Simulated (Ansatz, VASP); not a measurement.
One calculation of SnTe, two programs

The input INCAR:

```
ALGO     = Normal         # electronic algorithm
EDIFF    = 1E-7           # SCF threshold, eV
ENCUT    = 520            # plane-wave cutoff, eV
GGA      = CA             # functional
ISIF     = 2              # what is computed and relaxed
ISMEAR   = -1             # smearing method
LASPH    = T              # aspherical terms in the spheres
LCHARG   = F              # write CHGCAR
LREAL    = F              # projectors in reciprocal space
LWAVE    = F              # write WAVECAR
NBANDS   = 17             # bands
NELM     = 80             # most SCF steps
PREC     = Accurate       # precision mode
SIGMA    = 0.05           # smearing width, eV
```

KPOINTS

```
k-points
0
Gamma
  7 7 7
```

Contents of POSCAR:

```
SnTe
1.0
    3.9812821877      0.0000000000      0.0000000000
    0.0000000000      3.9812821877      0.0000000000
    0.0000000000      0.0000000000      3.9812821877
Te Sn
1 1
Direct
    0.5000000000      0.5000000000      0.5000000000
    0.0000000000      0.0000000000      0.0000000000
```

File input.yaml:

```yaml
crystal:
  lattice:
    - [3.9812821877, 0.0, 0.0]
    - [0.0, 3.9812821877, 0.0]
    - [0.0, 0.0, 3.9812821877]
  atoms:
    - { symbol: Te, position: [0.5, 0.5, 0.5] }
    - { symbol: Sn, position: [0.0, 0.0, 0.0] }
kpoints:
  mp_grid: { grid: [7, 7, 7] }
scf:
  occupations: { method: fermi_dirac, width: 0.05 }
hamiltonian:
  xc: lda
  pseudopotentials: { kind: all_electron, lapw: { basis_error: 0.001 } }
output:
  forces: true
  stress: true
  eigenvalues: true
```

Change from the starting cell: volume scaled by 1.06.

Alike in both runs: task single point; functional LDA; k mesh 7 × 7 × 7; occupations fermi-dirac, width 0.05 eV; no spin polarisation.

|  | VASP | Ansatz |
| --- | --- | --- |
| version | VASP 6.6.1 | Ansatz 0.2.0 |
| potentials or method | VASP PAW LDA potentials, release 64 (Te, Sn_d) | all-electron LAPW, scalar-relativistic |
| plane-wave cutoff (eV) | 520 | see its input |

Ansatz gave:

| Property | Result |
| --- | --- |
| gap on the k mesh at the Fermi level (eV) | none |
| pressure (GPa) | -5.9 |

Problem. Estimate VASP's values.

Solution. gap on the k mesh at the Fermi level (eV): none; pressure (GPa): -6.0.

A gap of «none» marks a metal or a gap that the smearing closes. Ansatz ran all-electron here, so the differences hold the error of VASP's frozen core and of both bases.

Spin-orbit coupling is left out, which matters for the levels of Te.
